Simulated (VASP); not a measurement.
# Ga (Cmce) in VASP: relaxation of cell and atoms with r2SCAN

Aim: the relaxation of cell and atoms of Ga with r2SCAN.

All numbers are computed with VASP 6.6.1; they aren't measurements. Logs are shortened: lines on timing, memory, paths and dates and some standing lists are left out, and cuts for length are marked.

### 1 The crystal as given

It takes space group Cmce (No. 64, orthorhombic). Conventional cell: a = 4.523 Å, b = 7.661 Å, c = 4.524 Å, α = 90.00°, β = 90.00°, γ = 90.00°. Around Ga (site symmetry m) lie 7 Ga at 2.48 to 2.79 Å.

### 2 Relaxation of cell and atoms, r2SCAN

INCAR

```
PREC = Accurate ; ENCUT = 600
EDIFF = 1E-7 ; ISMEAR = 1
SIGMA = 0.1 ; LREAL = F
LASPH = T ; NELM = 80
ALGO = Normal ; ISIF = 3
LWAVE = F ; LCHARG = F
METAGGA = R2SCAN ; LMIXTAU = T
IBRION = 2 ; NSW = 60
EDIFFG = -0.02
```

KPOINTS

```
regular mesh
0
Gamma
  8 8 8
```

POSCAR

```
Ga
1.0
    2.2615000000     -3.8305000000      0.0000000000
    2.2615000000      3.8305000000      0.0000000000
    0.0000000000      0.0000000000      4.5240000000
Ga
4
Direct
    0.8451000000      0.1549000000      0.0810000000
    0.6549000000      0.3451000000      0.5810000000
    0.1549000000      0.8451000000      0.9190000000
    0.3451000000      0.6549000000      0.4190000000
```

Potentials or basis: VASP PAW PBE potentials, release 64 (Ga_d).

Command:

```bash
cat potpaw_PBE.64/Ga_d/POTCAR > POTCAR
mpirun -np 1 vasp_std > vasp.out
```

OUTCAR:

```text
PREC = Accurate
   ENCUT = 600
   EDIFF = 1E-7
   ISMEAR = 1
   LREAL = F
   LASPH = T
   NELM = 80
   ISIF = 3
   METAGGA = R2SCAN
   IBRION = 2
   NSW = 60
   EDIFFG = -0.02

 ion  position               nearest neighbor table
   1  0.845  0.155  0.081-   3 2.48   2 2.69   2 2.69   4 2.73   4 2.73   3 2.79   3 2.79
   2  0.655  0.345  0.581-   4 2.48   1 2.69   1 2.69   3 2.73   3 2.73   4 2.79   4 2.79
   3  0.155  0.845  0.919-   1 2.48   4 2.69   4 2.69   2 2.73   2 2.73   1 2.79   1 2.79
   4  0.345  0.655  0.419-   2 2.48   3 2.69   3 2.69   1 2.73   1 2.73   2 2.79   2 2.79

  LATTYP: Found a base centered orthorhombic cell.
 ALAT       =     4.5230000000
 B/A-ratio  =     1.6937873093
 C/A-ratio  =     1.0002210922

  Lattice vectors:

 A1 = (   2.2615000000,  -3.8305000000,   0.0000000000)
 A2 = (   2.2615000000,   3.8305000000,   0.0000000000)
 A3 = (   0.0000000000,   0.0000000000,   4.5240000000)

Analysis of symmetry for initial positions (statically):
=====================================================================
 Subroutine PRICEL returns:
 Original cell was already a primitive cell.

 Routine SETGRP: Setting up the symmetry group for a
 base centered orthorhombic supercell.

 Subroutine GETGRP returns: Found  8 space group operations
 (whereof  4 operations were pure point group operations)
 out of a pool of  8 trial point group operations.

The static configuration has the point symmetry C_2h.
 The point group associated with its full space group is D_2h.

Analysis of symmetry for dynamics (positions and initial velocities):
=====================================================================
 Subroutine PRICEL returns:
 Original cell was already a primitive cell.

 Routine SETGRP: Setting up the symmetry group for a
 base centered orthorhombic supercell.

 Subroutine GETGRP returns: Found  8 space group operations
 (whereof  4 operations were pure point group operations)
 out of a pool of  8 trial point group operations.

The dynamic configuration has the point symmetry C_2h.
 The point group associated with its full space group is D_2h.

 Subroutine INISYM returns: Found  8 space group operations
 (whereof  4 operations are pure point group operations),
 and found     1 'primitive' translations

----------------------------------------------------------------------------------------

                                     Primitive cell

  volume of cell :      78.3799

  direct lattice vectors                    reciprocal lattice vectors
     2.261500000 -3.830500000  0.000000000     0.221092195 -0.130531262  0.000000000
     2.261500000  3.830500000  0.000000000     0.221092195  0.130531262  0.000000000
     0.000000000  0.000000000  4.524000000     0.000000000  0.000000000  0.221043324

  length of vectors
     4.448270731  4.448270731  4.524000000     0.256749234  0.256749234  0.221043324

  position of ions in fractional coordinates (direct lattice)
     0.845100000  0.154900000  0.081000000
     0.654900000  0.345100000  0.581000000
     0.154900000  0.845100000  0.919000000
     0.345100000  0.654900000  0.419000000

  ion indices of the primitive-cell ions
   primitive index   ion index
                 1           1
                 2           2
                 3           3
                 4           4

----------------------------------------------------------------------------------------

 KPOINTS: regular mesh

Automatic generation of k-mesh.
 Grid dimensions read from file:
 generate k-points for:    8    8    8

 Generating k-lattice:

  Cartesian coordinates                     Fractional coordinates (reciprocal lattice)
     0.027636524 -0.016316408  0.000000000     0.125000000  0.000000000  0.000000000
     0.027636524  0.016316408  0.000000000     0.000000000  0.125000000  0.000000000
     0.000000000  0.000000000  0.027630416     0.000000000  0.000000000  0.125000000

  Length of vectors
     0.032093654  0.032093654  0.027630416

  Shift w.r.t. Gamma in fractional coordinates (k-lattice)
     0.000000000  0.000000000  0.000000000

 Subroutine IBZKPT returns following result:
 ===========================================

 Found    105 irreducible k-points:

 Following reciprocal coordinates:
            Coordinates               Weight
  0.000000  0.000000  0.000000      1.000000
  0.125000  0.000000  0.000000      4.000000
  0.250000  0.000000  0.000000      4.000000
  0.375000 -0.000000  0.000000      4.000000
  0.500000  0.000000  0.000000      2.000000
  0.125000  0.125000  0.000000      2.000000
[... 16 lines left out ...]
  0.125000  0.000000  0.125000      8.000000
  0.250000  0.000000  0.125000      8.000000
 [... further k-points ...]
   k-points           NKPTS =    105   k-points in BZ     NKDIM =    105   number of bands    NBANDS=     31
   number of dos      NEDOS =    301   number of ions     NIONS =      4
   total plane-waves  NPLWV =  46656
   dimension x,y,z NGX =    36 NGY =   36 NGZ =   36
   dimension x,y,z NGXF=    72 NGYF=   72 NGZF=   72
   ions per type =               4
   NGX,Y,Z   is equivalent  to a cutoff of  13.45, 13.45, 13.23 a.u.
   NGXF,Y,Z  is equivalent  to a cutoff of  26.91, 26.91, 26.46 a.u.
 SYSTEM =  unknown system
   PREC   = accura    normal or accurate (medium, high low for compatibility)
   ISTART =      0    job   : 0-new  1-cont  2-samecut
   ICHARG =      2    charge: 1-file 2-atom 10-const
   ISPIN  =      1    spin polarized calculation?
   LNONCOLLINEAR =      F non collinear calculations
   LSORBIT =      F    spin-orbit coupling
   LASPH  =      T    aspherical Exc in radial PAW
   ENCUT  =  600.0 eV  44.10 Ry    6.64 a.u.   8.88  8.88  9.04*2*pi/ulx,y,z
   NELM   =     80;   NELMIN=  2; NELMDL= -5     # of ELM steps
   EDIFF  = 0.1E-06   stopping-criterion for ELM
   LREAL  =      F    real-space projection
   EDIFFG = -.2E-01   stopping-criterion for IOM
   NSW    =     60    number of steps for IOM
   IBRION =      2    ionic relax: 0-MD 1-quasi-New 2-CG
   NFREE  =      1    steps in history (QN), initial steepest desc. (CG)
   ISIF   =      3    stress and relaxation
   ISYM   =      2    0-nonsym 1-usesym 2-fastsym
   POTIM  = 0.5000    time-step for ionic-motion
   TEBEG  =    0.0;   TEEND  =   0.0 temperature during run
   PSTRESS=    0.0 pullay stress
   NELECT =      52.0000    total number of electrons
   NUPDOWN=      -1.0000    fix difference up-down
   EMIN   =  10.00;   EMAX   =-10.00  energy-range for DOS
   EFERMI =   0.00;   METHOD = LEGACY
   ISMEAR =     1;   SIGMA  =   0.10  broadening in eV -4-tet -1-fermi 0-gaus
   EFERMI_NEDOS =   21; number of points for ismear=-14 and -15
   IALGO  =     38    algorithm
   IMIX   =      4    mixing-type and parameters
     AMIX     =   0.40;   BMIX     =  1.00
     AMIX_MAG =   1.60;   BMIX_MAG =  1.00
  volume/ion in A,a.u.               =      19.59       132.23
  Fermi-wavevector in a.u.,A,eV,Ry     =   1.427823  2.698194 27.737908  2.038679
  Thomas-Fermi vector in A             =   2.547951
   LORBIT       =      0    0 simple, 1 ext, 2 COOP (PROOUT), +10 PAW based schemes
   METAGGA = R2SCAN    functional components
   LHFCALC =     F    Hartree Fock is set to
   AEXX    =    0.0000 exact exchange contribution
   IVDW    =     0    specifies the selected vdW correction
   LEPSILON=     F    determine dielectric tensor
   LRPA    =     F    only Hartree local field effects (RPA)
 conjugate gradient relaxation of ions
 non-spin polarized calculation
 Methfessel and Paxton  Order N= 1 SIGMA  =   0.10
  energy-cutoff  :      600.00
  volume of cell :       78.38
 maximum number of plane-waves:      2648
   NGX = 17   NGY = 17   NGZ = 19

--------------------------------------- Ionic step        1  -------------------------------------------

 number of electron      52.0000010 magnetization

 Free energy of the ion-electron system (eV)
  ---------------------------------------------------
  ext. energy  EPLUGINS =         0.00000000
  ---------------------------------------------------
  free energy    TOTEN  =       -45.75329655 eV

  energy without entropy =      -45.75314179  energy(sigma->0) =      -45.75324496

------------------------ aborting loop because EDIFF is reached ----------------------------------------

  FORCE on cell =-STRESS in cart. coord.  units (eV):
  Direction    XX          YY          ZZ          XY          YZ          ZX
  --------------------------------------------------------------------------------------
  -------------------------------------------------------------------------------------
  Total       -0.8365774     -0.5681117     -0.4880071      0.0000000      0.0000000      0.0000000
  in kB      -17.1006279    -11.6128725     -9.9754405      0.0000000      0.0000000      0.0000000
  external PRESSURE =     -12.8963136 kB  Pullay stress =       0.0000000 kB
[... 213 lines left out ...]
  energy  without entropy=      -45.7668854846  energy(sigma->0) =      -45.76672619

--------------------------------------- Ionic step        7  -------------------------------------------

 number of electron      52.0000030 magnetization

 Free energy of the ion-electron system (eV)
  ---------------------------------------------------
  ext. energy  EPLUGINS =         0.00000000
  ---------------------------------------------------
  free energy    TOTEN  =       -45.76682242 eV

  energy without entropy =      -45.76699467  energy(sigma->0) =      -45.76687984

 E-fermi :   5.0865     XC(G=0): -11.7691

 val. band max:        5.0377558939   @ k =   0.0000   0.0000   0.5000
 cond. band min:       5.0921238512   @ k =   0.5000   0.3750   0.2500
 fundamental gap:      0.0543679573
 Fermi energy:         5.0864589641

 k-point     1 :       0.0000    0.0000    0.0000
  band No.  band energies     occupation
      1     -10.6144      2.00000
      2     -10.5996      2.00000
      3     -10.5584      2.00000
      4     -10.5463      2.00000
      5     -10.5341      2.00000
      6     -10.5070      2.00000
[... 805 lines left out ...]
     30       9.2798      0.00000
     31       9.8078      0.00000

 [... further k-points ...]
[... 5 lines left out ...]
  --------------------------------------------------------------------------------------
  -------------------------------------------------------------------------------------
  Total       -0.0230988      0.0227605     -0.0505744      0.0000000      0.0000000      0.0000000
  in kB       -0.4823039      0.4752414     -1.0559962      0.0000000      0.0000000      0.0000000
  external PRESSURE =      -0.3543529 kB  Pullay stress =       0.0000000 kB
[... 19 lines left out ...]
  FREE ENERGIE OF THE ION-ELECTRON SYSTEM (eV)
  ---------------------------------------------------
  free  energy   TOTEN  =       -45.7668224175 eV

  energy  without entropy=      -45.7669946739  energy(sigma->0) =      -45.76687984

 reached required accuracy - stopping structural energy minimisation
```

Wall time 45 min (1 thread of Intel Xeon Platinum 8488C (Sapphire Rapids), shared host); peak memory 0.37 GiB.

What came out:

```yaml
Free_energy: -45.7668 eV
Relaxed_volume: 19.18 Å³/atom
Relaxed_cell: a = 4.400 Å, b = 4.400 Å, c = 4.542 Å, α = 90.00°, β = 90.00°, γ = 119.23°
Space_group_after_relaxing_to_0.05_Å: Cmce (No. 64)
Energy_gained_by_relaxing: 3.4 meV/atom
Ionic_steps: 7
Pressure_after_relaxing: 0.0 GPa
Largest_force_after_relaxing: 0.018 eV/Å
Band_gap_on_the_k_mesh: none (metal or under the smearing width)
```

Forces on the atoms (eV/Å):
```
Ga   0.000 -0.002  0.018
Ga   0.000  0.002  0.018
Ga   0.000  0.002 -0.018
Ga   0.000 -0.002 -0.018
```

The path:
```tsv
step	energy change (eV)	largest force (eV/Å)	pressure (GPa)	volume (Å³)
1	0.0000	0.1289	-1.29	78.38
2	-0.0105	0.0525	0.07	76.60
3	-0.0105	0.0505	0.14	76.52
4	-0.0121	0.0367	0.10	76.56
5	-0.0133	0.0333	0.06	76.62
6	-0.0133	0.0347	0.06	76.62
7	-0.0135	0.0184	-0.04	76.73
```

Final structure:
```
Ga
1.0
     2.22538   -3.79557    0.00000
     2.22538    3.79557    0.00000
     0.00000    0.00000    4.54221
Ga
4
Direct
  0.84409 0.15591 0.08360
  0.65591 0.34409 0.58360
  0.15591 0.84409 0.91640
  0.34409 0.65591 0.41640
```

Caveat: the PAW data sets were made with another functional, which shifts forces and pressure a little.
